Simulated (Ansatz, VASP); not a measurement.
# SnSe: VASP beside Ansatz

```
Sn Se
1.0
     3.66950    0.00000    0.00000
     0.00000    3.66950    0.00000
     0.00000    0.00000    3.66950
Sn Se
1 1
Direct
  0.50000 0.50000 0.50000
  0.00000 0.00000 0.00000
```

Alike in both runs: functional r2SCAN; k mesh 6 × 6 × 6; occupations gaussian, width 0.1 eV; no spin polarisation.

Ansatz relaxed the structure, and its values are those at the end. VASP's run is a single point on that final structure, the one shown.

```csv
,VASP,Ansatz
version,VASP 6.6.1,Ansatz 0.2.0
potentials or method,"VASP PAW PBE potentials, release 64 (Sn_d, Se)","scalar-relativistic, plane waves, PAW"
plane-wave cutoff (eV),520,500
valence electrons in the cell,20,30
```

```tsv
	VASP	Ansatz	Ansatz less VASP
gap on the k mesh at the Fermi level (eV)	none	none	-
pressure (GPa)	-0.2	-0.2	0.00
```

A gap of «none» marks a metal or a gap that the smearing closes. The functional is the same, so the differences come from potentials, cutoffs and numerics. The two sets of potentials don't hold the same shells in valence.

Caveats: the PAW data sets were made with another functional, which shifts forces and pressure a little (VASP).
